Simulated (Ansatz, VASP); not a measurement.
**One calculation of W, two programs**

```
W
1.0
    -1.58234    1.58234    1.58234
     1.58234   -1.58234    1.58234
     1.58234    1.58234   -1.58234
W
1
Direct
  0.00000 0.00000 0.00000
```

Alike in both runs: task relaxation of cell and atoms; functional LDA; k mesh 8 × 8 × 8; occupations gaussian, width 0.1 eV; no spin polarisation.

|  | VASP | Ansatz |
| --- | --- | --- |
| version | VASP 6.6.1 | Ansatz 0.2.0 |
| potentials or method | VASP PAW LDA potentials, release 64 (W_sv) | scalar-relativistic, plane waves, PAW |
| plane-wave cutoff (eV) | 600 | 420 |
| valence electrons in the cell | 14 | 14 |

```csv
,VASP,Ansatz,Ansatz less VASP
"gap on the k mesh at the Fermi level, each at its own relaxed structure (eV)",none,none,-
relaxed volume (Å³/atom),15.55,15.44,-0.103
relaxed cell length with the largest relative difference (Å),2.723,2.717,-0.0060
energy change over the relaxation (meV/atom),-6,-11,-4.3
```

A gap of «none» marks a metal or a gap that the smearing closes.

 Spin-orbit coupling is left out, which matters for the levels of W. Zero-point motion and thermal expansion aren't in these numbers.
